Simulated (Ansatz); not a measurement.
Hg under changes of volume

One of the cells (28.382 Å³/atom); the others are scaled copies at fixed shape and fractional positions:

```
Hg
1.0
     3.41330    0.00000    0.00000
     0.00000    5.49913    0.00000
    -1.69985    0.00000    3.02413
Hg
2
Cartesian
  0.8565 4.1243 0.5920
  0.8569 1.3748 2.4321
```

```yaml
Program: Ansatz 0.2.0
Functional: PBE
Potentials_or_basis: Ansatz PAW
Cutoff: "420 eV (not typed: the program's choice for these potentials)"
k_mesh: 9 × 5 × 9
Occupations: fermi-dirac, width 0.05 eV
Spin: no spin polarisation
```

```csv
volume (Å³/atom),energy over the lowest point (meV/atom),pressure (GPa),largest force (eV/Å)
26.679,21.04,1.7,0.007
27.246,?,?,?
27.814,10.73,1.1,0.005
28.382,7.09,0.9,0.008
28.949,4.06,0.7,0.011
29.517,1.68,0.5,0.013
30.085,0.00,0.3,0.015
```

Problem. What does the run at 27.246 Å³/atom give?

Solution. Energy over the lowest point 15.24 meV/atom; pressure 1.4 GPa; largest force 0.005 eV/Å.

Worked out: A Birch-Murnaghan fit of order 3 (a polynomial in V^(-2/3)) to the other rows has no minimum within the range. It gives 15.40 meV/atom at 27.246 Å³/atom, against the run's 15.24, and -dE/dV = 1.4 GPa, against 1.4.

Energies are extrapolated to zero smearing.
